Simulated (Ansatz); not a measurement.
Runs of Ansatz 0.2.0 on In. It takes space group Im-3m (No. 229, cubic). The conventional cell has a = 3.765 Å, b = 3.765 Å, c = 3.765 Å, α = 90.00°, β = 90.00°, γ = 90.00°. Around In (site symmetry m-3m) lie 8 In at 3.26 Å. This isn't the form of In at room conditions, which is tetragonal.

```csv
task,level,spin,cell,k mesh,cutoff (eV),points for each segment of the path,gap on the mesh (eV),pressure (GPa),relaxed volume (Å³/atom)
band structure,r2SCAN,off,as given,10 × 10 × 10,500,14,none,-0.2,-
relaxation of cell and atoms,RPBE,off,relaxed,10 × 10 × 10,420,-,none,0.0,29.15
band structure,RPBE,off,as given,10 × 10 × 10,420,14,none,(a),-
relaxation of cell and atoms,PBEsol,off,relaxed,10 × 10 × 10,420,-,none,0.0,25.76
relaxation of cell and atoms,BLYP,off,relaxed,10 × 10 × 10,420,-,none,0.0,31.40
band structure,revPBE,off,as given,10 × 10 × 10,420,14,none,2.7,-
band structure,BLYP,off,as given,10 × 10 × 10,420,14,none,5.6,-
band structure,LDA,"SOC, no magnetisation",as given,7 × 7 × 7,420,14,none,(b),-
```

Alike in all rows: potentials or basis Ansatz PAW; smearing fermi-dirac 0.05 eV.

Problem. Estimate the missing entries.

Solution. (a) 3.1; (b) -3.0.

Caveats: the PAW data sets come from PBE, with cores solved anew for the run's functional, which leaves a small shift of forces and pressure; spin-orbit coupling is left out, which moves the levels of the heavy elements (some runs); the plane-wave basis is chosen anew once the cell has moved, so the energies of steps on either side of that aren't comparable (some runs); the volume moved by over 15 % at a fixed basis, so the end points are rough (some runs).

A k mesh can miss the band edges, and rows without SOC leave out spin-orbit coupling on In.

A gap of «none» marks a metal or a gap under the smearing width.

Runs at the PBE level aren't shown here.
